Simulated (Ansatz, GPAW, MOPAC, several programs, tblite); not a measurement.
## Many methods on one cell: TiTe2 (1T monolayer)

TiTe2 as a 1T monolayer, relaxed with r2SCAN in Ansatz, was computed with several methods. The sheet's in-plane cell has a = 3.788 Å, b = 3.788 Å (γ = 120.0°), and its outermost atoms lie 3.42 Å apart along the normal. Ti has 6 Te at 2.78 Å; Te has 3 Ti at 2.78 Å. The structure was generated, not taken from experiment, and needn't be the ground state; spin polarisation is off.

```
Ti Te
1.0
     3.78809    0.00000    0.00000
    -1.89404    3.28058    0.00000
     0.00000    0.00000   31.03482
Ti Te
1 2
Direct
  0.00000 0.00000 0.29000
  0.33333 0.66667 0.34503
  0.66667 0.33333 0.23496
```
Periodic in the plane only; c spans the vacuum.

Gaps and times are for a single point on this cell. Times are rough, from shared hosts (Arm Neoverse V1), and each method has its own mesh and cell size. PM7 (MOPAC) and PM6 (MOPAC): levels, charges or heat of formation failed a check of plausibility, so no values are given. PM6 (MOPAC), PM7 (MOPAC), GFN1-xTB (tblite), GFN2-xTB (tblite) treat a cluster of cells at its zone centre, which samples few k points: where these miss a band edge, the gap comes out too large for that reason alone. Gaps from k meshes are read at a limited set of points (mesh, symmetry points, PBE's band edges), so each method's own least gap may be somewhat smaller. xTB and the PM methods were fitted mostly to molecules, and can miss a solid's gap by electronvolts. Minimal bases can be far off for gaps. d marks a direct gap, i an indirect one (no mark: not told apart), a dash a value that wasn't computed or didn't pass its checks.

```csv
method,kind,gap (eV),atoms computed,processor time
GFN1-xTB (tblite),tight binding,0.02,27,1.3 s
GFN2-xTB (tblite),tight binding,0.03,27,1.7 s
light PBE (260 eV and a coarse mesh),light plane-wave,overlap 0.45,3,3.9 s
PM7 (MOPAC),semi-empirical,–,27,4.1 s
PM6 (MOPAC),semi-empirical,–,27,8.3 s
PBE/single zeta (GPAW),small basis,overlap 0.16,3,13 s
PBE,semilocal,overlap 0.47,3,17 s
r2SCAN,semilocal,overlap 0.43,3,44 s
```

With PBE and r2SCAN the bands overlap or touch, or nearly. Semilocal functionals can close a real gap, so this doesn't show a metal; small gaps of other methods may in turn close between the points read or with spin-orbit coupling, and the solid may be a semimetal.

Spin-orbit coupling is left out, which matters wherever the heavy atoms make up the band edges.
